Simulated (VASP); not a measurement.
Runs of VASP 6.6.1 on GaSb. It takes space group F-43m (No. 216, cubic). Conventional cell: a = 6.118 Å, b = 6.118 Å, c = 6.118 Å, α = 90.00°, β = 90.00°, γ = 90.00°. Sb (site symmetry -43m) is surrounded by 4 Ga at 2.65 Å. Ga (site symmetry -43m) is surrounded by 4 Sb at 2.65 Å. 

```csv
cell,target pressure,gap on the mesh (eV),pressure (GPa)
relaxed to 2 GPa,2 GPa,none,2.0
relaxed to 10 GPa,10 GPa,0.64,10.1
relaxed,-,none,0.0
relaxed to 5 GPa,5 GPa,0.35,5.0
relaxed to 20 GPa,20 GPa,(a),20.0
relaxed to 30 GPa,30 GPa,0.36,30.1
```

Alike in all rows: task relaxation of cell and atoms; level PBE; potentials or basis VASP PAW PBE potentials, release 64 (Sb, Ga_d); no spin polarisation; k mesh 8 × 8 × 8; cutoff (eV) 600; smearing fermi-dirac 0.05 eV.

Task: Estimate the missing entries.

Result: (a) 0.53.

Caveats: the cell is relaxed towards a set pressure, so the enthalpy falls and the energy may rise (some runs); spin-orbit coupling is left out, which moves the levels of the heavy elements (some runs).

A k mesh can miss the band edges, and the runs leave out spin-orbit coupling on Ga, Sb.

A gap of «none» marks a metal or a gap under the smearing width.
